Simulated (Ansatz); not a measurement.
## hcp against fcc along groups 8 to 10

Computed with DFT, revPBE, plane waves (420 eV) with PAW, scalar-relativistic in Ansatz. The PAW files were generated under PBE, with cores re-solved for the functional.

Each structure is relaxed within its symmetry, in the lowest magnetic state of the tried starts. Differences under about 8 meV lie within the error of the k-point mesh.

| element | E(hcp) − E(fcc) (meV/atom) | V(hcp) (Å³/atom) | V(fcc) (Å³/atom) | state of hcp | state of fcc |
| --- | --- | --- | --- | --- | --- |
| Ru | -114 | 13.91 | 14.00 | non-magnetic | spin not included |
| Os | -138 | 14.39 | 14.46 | spin not included | spin not included |
| Rh | 37 | 14.32 | 14.24 | spin not included | non-magnetic |
| Ir | 78 | 14.71 | 14.63 | spin not included | non-magnetic |
| Ni | ? | ? | ? | ? | ? |
| Pd | 29 | 15.76 | 15.69 | spin not included | spin not included |
| Pt | 58 | 15.97 | 15.85 | spin not included | spin not included |

**Question.** Fill in the row of Ni.

**Answer.** E(hcp) − E(fcc) (meV/atom): 27; V(hcp) (Å³/atom): 11.17; V(fcc) (Å³/atom): 11.12; state of hcp: ferromagnetic; state of fcc: ferromagnetic.
